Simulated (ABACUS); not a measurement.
**CoO under changes of volume**

One of the cells (9.584 Å³/atom); the others are scaled copies at fixed shape and fractional positions:

```
CELL_PARAMETERS angstrom
-1.50800 1.50800 2.10725
1.50800 -1.50800 2.10725
1.50800 1.50800 -2.10725
ATOMIC_POSITIONS crystal
Co 0.00000 0.00000 0.00000
O 0.50000 0.50000 0.00000
```

* Program: ABACUS 3.10.1
* Functional: PBE
* Potentials or basis: PseudoDojo NC SR 0.4.1 PBE standard
* Cutoff: 1361 eV
* Density cutoff: 5442 eV
* Basis: TZDP LCAO (the cutoffs set its grid)
* k mesh: 12 × 12 × 12
* Occupations: fermi-dirac, width 0.05 eV
* Spin: collinear spin, ferromagnetic start
* Starting moments: [2.0, 0.0] μB

```tsv
volume (Å³/atom)	energy over the lowest point (meV/atom)	pressure (GPa)	moment (μB per cell)
9.009	22.70	12.7	2.87
9.201	10.03	8.3	2.93
9.392	?	?	?
9.584	0.00	0.3	2.98
9.776	1.87	-3.2	2.99
9.967	7.91	-6.4	3.00
10.159	17.49	-9.3	3.00
```

**Question.** What does the run at 9.392 Å³/atom give?

**Answer.** Energy over the lowest point 2.65 meV/atom; pressure 4.1 GPa; moment 2.96 μB per cell.

Worked out: A Birch-Murnaghan fit of order 3 (a polynomial in V^(-2/3)) to the other rows has its minimum at 9.60 Å³/atom with B0 = V·E''(V) = 185 GPa and B' = 3.4 at fixed shape and positions, which overstates the stiffness. It gives 2.60 meV/atom at 9.392 Å³/atom, against the run's 2.65, and -dE/dV = 4.1 GPa, against 4.1. A parabola through the other rows of the moment, of slope 0.156 μB per Å³/atom there, gives 2.95 μB, against the run's 2.96.

Energies are extrapolated to zero smearing.

Caveats: the atomic orbitals were generated for these runs and aren't a published set; the basis of atomic orbitals isn't converged, which shifts pressures, moduli and gaps; a cell with one magnetic atom can't hold antiferromagnetic order, which such compounds often take.
